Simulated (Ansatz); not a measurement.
# Sn: a strain scan

The task, for Sn: see how energy and stress answer to the strain pattern (0, 0, 0, 0, 1, 0).

Computed with Ansatz 0.2.0 (DFT PBEsol, scalar-relativistic, plane waves, PAW, unless a step's input says otherwise).

## 1. The system as given

The structure is orthorhombic, space group Immm (No. 71). The conventional cell has a = 3.453 Å, b = 3.551 Å, c = 4.677 Å, α = 90.00°, β = 90.00°, γ = 90.00°. Sn (site symmetry mmm) has 12 Sn at 3.41 to 3.55 Å as nearest neighbours.

As a file:

```xyz
1
Lattice="-1.7265 1.7755 2.3383 1.7265 -1.7755 2.3383 1.7265 1.7755 -2.3383" Properties=species:S:1:pos:R:3 pbc="T T T"
Sn    0.0000    0.0000    0.0000
```

It goes back to an entry of the Materials Project, which need not be the stable form.

No relaxation comes first: the listed cell is the starting point.

## 2. The reference cell

The reference gives a free energy of -5949.7317 eV, pressure -3.57 GPa, largest force 0.000 eV/Å and gap on the mesh none (metal). It was computed beforehand with the settings of the runs below.

## 3. Next: a strain scan

The cell is strained by ε times the Voigt pattern (0, 0, 0, 0, 1, 0) (xx, yy, zz, yz, xz, xy; engineering shear), with fractional coordinates fixed (clamped ions). The stress on the pattern is the sum of the stress components weighted by it, tension positive.

## 4. At ε = -0.0600

input.yaml

```yaml
crystal:
  lattice:
    - [-1.79668926, 1.775547, 2.39013817]
    - [1.65638874, -1.775547, 2.28654583]
    - [1.79668926, 1.775547, -2.39013817]
  atoms:
    - { symbol: Sn, position: [0.0, 0.0, 0.0] }
basis:
  ecutwfc: 420
kpoints:
  mp_grid: { grid: [20, 20, 20] }
hamiltonian:
  xc: pbesol
scf:
  occupations: { method: gaussian, width: 0.15 }
output:
  forces: true
  stress: true
  eigenvalues: true
```

Launch:

```bash
$ ansatz run input.yaml --threads 1 --pin off --max-ram 2560MiB --backend cpu --events-out ev --progress --plain --runs-dir out
```

## 5. ε = 0.0450

Edit input.yaml of step 4 so:

```diff
@@ -2,5 +2,5 @@
   lattice:
-    - [-1.79668926, 1.775547, 2.39013817]
-    - [1.65638874, -1.775547, 2.28654583]
-    - [1.79668926, 1.775547, -2.39013817]
+    - [-1.673926305, 1.775547, 2.2994948725]
+    - [1.779151695, -1.775547, 2.3771891275]
+    - [1.673926305, 1.775547, -2.2994948725]
   atoms:
```

## 6. ε = -0.0300

input.yaml

```yaml
crystal:
  lattice:
    - [-1.76161413, 1.775547, 2.364240085]
    - [1.69146387, -1.775547, 2.312443915]
    - [1.76161413, 1.775547, -2.364240085]
  atoms:
    - { symbol: Sn, position: [0.0, 0.0, 0.0] }
basis:
  ecutwfc: 420
kpoints:
  mp_grid: { grid: [20, 20, 20] }
hamiltonian:
  xc: pbesol
scf:
  occupations: { method: gaussian, width: 0.15 }
output:
  forces: true
  stress: true
  eigenvalues: true
  write_density: true
  write_potential: true
  elf: true
  volumetric_format: npy
```

## 7. Point ε = 0.0150

input.yaml

```yaml
crystal:
  lattice:
    - [-1.709001435, 1.775547, 2.3253929575]
    - [1.744076565, -1.775547, 2.3512910425]
    - [1.709001435, 1.775547, -2.3253929575]
  atoms:
    - { symbol: Sn, position: [0.0, 0.0, 0.0] }
basis:
  ecutwfc: 420
kpoints:
  mp_grid: { grid: [20, 20, 20] }
hamiltonian:
  xc: pbesol
scf:
  occupations: { method: gaussian, width: 0.15 }
output:
  forces: true
  stress: true
  eigenvalues: true
```

## 8. Point ε = 0.0525

Edit input.yaml of step 7 so:

```diff
@@ -2,5 +2,5 @@
   lattice:
-    - [-1.709001435, 1.775547, 2.3253929575]
-    - [1.744076565, -1.775547, 2.3512910425]
-    - [1.709001435, 1.775547, -2.3253929575]
+    - [-1.6651575225, 1.775547, 2.2930203512]
+    - [1.7879204775, -1.775547, 2.3836636487]
+    - [1.6651575225, 1.775547, -2.2930203512]
   atoms:
```

(Steps that only read results are left out.)

Before running it: what results should come out? Wanted: slope of the stress at ε = 0, from the points at -0.0300, 0 and 0.0150.

The runs gave:

```
                                                              quantity   value
slope of the stress at ε = 0, from the points at -0.0300, 0 and 0.0150  13 GPa
```

What this shows: The slope of the stress at zero strain, 13 GPa, estimates C55 with clamped ions in this Cartesian frame. The step is wide, so higher orders mix in. The reference stands under -3.6 GPa, so this is no zero-stress constant. The undisturbed cell stays the lowest of the sampled points.
